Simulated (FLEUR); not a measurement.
# BaS (Fm-3m) in FLEUR: notebook, part 2 of 2

FLEUR MaX-R8.1 (later development tree). Earlier steps stand in the parts before.

### 3 Equation of state, LDA, 30.62 Å³/atom (volume scaled by 0.94)

Changes to inp.xml since step 2:

```diff
@@ -24,3 +24,3 @@
       <xi:include xmlns:xi="http://www.w3.org/2001/XInclude" href="sym.xml"> </xi:include>
-      <bulkLattice scale="1.0">
+      <bulkLattice scale="0.9795861087">
          <bravaisMatrix>
@@ -49,3 +49,3 @@
       <species name="Sulfur (S)" element="S" atomicNumber="16">
-         <mtSphere radius="2.66" gridPoints="879" logIncrement="0.013"/>
+         <mtSphere radius="2.62" gridPoints="879" logIncrement="0.013"/>
          <atomicCutoffs lmax="10" lnonsphr="10"/>
```

Potentials or basis: all-electron, FLAPW.

Launch:

```sh
$ inpgen -f crystal.txt -profile fastHighL
$ # inp.xml edited to the form shown
$ fleur_MPI
```

Log:

```text
Welcome to FLEUR        (www.flapw.de)
      MaX-Release 8.1          (www.max-centre.eu)

 ========== k-point set info ==========
 Selected k-point list: default-1
 k-point list type: mesh
 7 x 7 x 7
 Number of k points: 20

 ------------Calculation Setup---------------------------
 Number of MPI-tasks      :            1
 Number of PE/node        :            1
 Number of OMP-threads    :            1
 Most efficient MPI parallelization for:
           1           2           4           5          10          20
 Additional eigenvalue parallelization possible
 Number of basis functions:          615
 Approximate size of matrices (H+S) per k-point:         0.006 GB
 --------------------------------------------------------
 Iteration:     1   Distance:       6.48456041 me/bohr^3
 Iteration:     2   Distance:       5.75700995 me/bohr^3
 Iteration:     3   Distance:       2.57110275 me/bohr^3
 Iteration:     4   Distance:       1.69688492 me/bohr^3
 Iteration:     5   Distance:       0.46000229 me/bohr^3
 Iteration:     6   Distance:       0.23208691 me/bohr^3
 Iteration:     7   Distance:       0.19448586 me/bohr^3
 Iteration:     8   Distance:       0.01394785 me/bohr^3
 Iteration:     9   Distance:       0.01022057 me/bohr^3
 Iteration:    10   Distance:       0.00153739 me/bohr^3
 Iteration:    11   Distance:       0.00043473 me/bohr^3
 Iteration:    12   Distance:       0.00010739 me/bohr^3
 Iteration:    13   Distance:       0.00001683 me/bohr^3
 Iteration:    14   Distance:       0.00000490 me/bohr^3

 ********************************************************************
 Run finished successfully
 Stop message:
   all done
 ********************************************************************
```

out.xml (last iteration):

```text
<iteration numberForCurrentRun="   14" overallNumber="   14">
         <energyParameters units="Htr">
            <atomicEP atomType="1" spin="1" branch="6s" branchLowest="-0.57" branchHighest="3.13" value="0.1962080881"/>
            <atomicEP atomType="1" spin="1" branch="5p" branchLowest="-6.13" branchHighest="0.14" value="-0.1969788523"/>
            <atomicEP atomType="1" spin="1" branch="4d" branchLowest="-27.57" branchHighest="-2.79" value="-2.7496006089"/>
[... 121 lines left out ...]
            </atomTypeDependentContributions>
            <tkbTimesEntropy value="0.0000000000"/>
            <freeEnergy value="-8531.3159242077"/>
            <extrapolationTo0K value="-8531.3159242077"/>
         </totalEnergy>
         <densityConvergence units="me/bohr^3">
            <chargeDensity spin="1" distance="0.0000048954"/>
         </densityConvergence>
      </iteration>
```

Run time: 38 s. Hardware: 1 thread of Arm Neoverse V2, shared host; peak memory 0.07 GiB.

What came out:

- Free energy: -232148.9328 eV
- Band gap on the k mesh: 1.97 eV, indirect (least direct gap 2.04 eV)
- Valence electrons inside the program's atomic spheres: Ba 17.44; S 5.63 (radii Ba 2.66, S 2.62 bohr)

Caveat: spin-orbit coupling is left out, which moves the levels of the heavy elements; an odd mesh through Γ misses points on the zone boundary, where band edges often lie.

### 4 Equation of state, LDA, 31.27 Å³/atom (volume scaled by 0.96)

Changes to inp.xml since step 3:

```diff
@@ -24,3 +24,3 @@
       <xi:include xmlns:xi="http://www.w3.org/2001/XInclude" href="sym.xml"> </xi:include>
-      <bulkLattice scale="0.9795861087">
+      <bulkLattice scale="0.9864848297">
          <bravaisMatrix>
```

Launch:

```sh
$ inpgen -f crystal.txt -profile fastHighL
$ # inp.xml edited to the form shown
$ fleur_MPI
```

It took 38 s on 1 thread of Arm Neoverse V2, shared host; peak memory 0.07 GiB.

It converged, with:

* Free energy: -232148.9312 eV
* Band gap on the k mesh: 2.00 eV, indirect (least direct gap 2.10 eV)
* Valence electrons inside the program's atomic spheres: Ba 17.43; S 5.61 (radii Ba 2.66, S 2.62 bohr)

Caveat: spin-orbit coupling is left out, which moves the levels of the heavy elements; an odd mesh through Γ misses points on the zone boundary, where band edges often lie.

### 5 Equation of state, LDA, 32.58 Å³/atom

Changes to inp.xml since step 4:

```diff
@@ -24,3 +24,3 @@
       <xi:include xmlns:xi="http://www.w3.org/2001/XInclude" href="sym.xml"> </xi:include>
-      <bulkLattice scale="0.9864848297">
+      <bulkLattice scale="1.0000000000">
          <bravaisMatrix>
```

Launch:

```sh
$ inpgen -f crystal.txt -profile fastHighL
$ # inp.xml edited to the form shown
$ fleur_MPI
```

It took 35 s on 1 thread of Arm Neoverse V2, shared host; peak memory 0.07 GiB.

Results (log left out):

- Free energy: -232148.9045 eV
- Band gap on the k mesh: 2.07 eV, indirect (least direct gap 2.19 eV)
- Valence electrons inside the program's atomic spheres: Ba 17.40; S 5.58 (radii Ba 2.66, S 2.62 bohr)

Caveat: spin-orbit coupling is left out, which moves the levels of the heavy elements; an odd mesh through Γ misses points on the zone boundary, where band edges often lie.

### 6 Equation of state, LDA, 33.88 Å³/atom (volume scaled by 1.04)

Changes to inp.xml since step 5:

```diff
@@ -24,3 +24,3 @@
       <xi:include xmlns:xi="http://www.w3.org/2001/XInclude" href="sym.xml"> </xi:include>
-      <bulkLattice scale="1.0000000000">
+      <bulkLattice scale="1.0131594038">
          <bravaisMatrix>
```

Potentials or basis: all-electron, FLAPW.

Launch:

```sh
$ inpgen -f crystal.txt -profile fastHighL
$ # inp.xml edited to the form shown
$ fleur_MPI
```

Wall time 38 s (1 thread of Arm Neoverse V2, shared host); peak memory 0.06 GiB.

The run converged. Its results:

| Item | Value |
| --- | --- |
| Free energy | -232148.8522 eV |
| Band gap on the k mesh | 2.12 eV, indirect (least direct gap 2.26 eV) |
| Valence electrons inside the program's atomic spheres | Ba 17.39; S 5.55 (radii Ba 2.66, S 2.62 bohr) |

Caveat: spin-orbit coupling is left out, which moves the levels of the heavy elements; an odd mesh through Γ misses points on the zone boundary, where band edges often lie.

### 7 Equation of state, LDA, 34.53 Å³/atom (volume scaled by 1.06)

Changes to inp.xml since step 6:

```diff
@@ -24,3 +24,3 @@
       <xi:include xmlns:xi="http://www.w3.org/2001/XInclude" href="sym.xml"> </xi:include>
-      <bulkLattice scale="1.0131594038">
+      <bulkLattice scale="1.0196128224">
          <bravaisMatrix>
```

Launch:

```sh
$ inpgen -f crystal.txt -profile fastHighL
$ # inp.xml edited to the form shown
$ fleur_MPI
```

Wall time 41 s (1 thread of Arm Neoverse V2, shared host); peak memory 0.07 GiB.

It converged, with:

| Quantity | Value |
| --- | --- |
| Free energy | -232148.8181 eV |
| Band gap on the k mesh | 2.15 eV, indirect (least direct gap 2.29 eV) |
| Valence electrons inside the program's atomic spheres | Ba 17.38; S 5.54 (radii Ba 2.66, S 2.62 bohr) |

Caveat: spin-orbit coupling is left out, which moves the levels of the heavy elements; an odd mesh through Γ misses points on the zone boundary, where band edges often lie.

### 8 Equation of state, LDA

Potentials or basis: all-electron, FLAPW.

No new run: the results of the series are fitted here.

Results:

```yaml
Equilibrium_volume: 30.82 Å³/atom
Bulk_modulus: 51 GPa
Pressure_derivative_of_the_bulk_modulus: "4.5 (rough: it moves with the points fitted)"
```

Energy against volume, from the lowest point:
| volume (Å³/atom) | energy (meV/atom) |
| --- | --- |
| 30.622 | 0.00 |
| 31.273 | 0.82 |
| 32.576 | 14.15 |
| 33.879 | 40.31 |
| 34.531 | 57.35 |

Spin-orbit coupling is left out, which matters for the levels of Ba. Zero-point motion and thermal expansion aren't in these numbers.

### 9 Against experiment

Step 2. Against the measured gap of BaS, 3.806 eV (indirect; 2 K; a printed reference work, monograph, original work of 1988), the calculated 2.01 eV is off by -1.80 eV. Spin-orbit coupling on Ba is left out. The value is that of LDA, without temperature or zero-point motion. Semilocal functionals fall short of measured gaps as a rule.
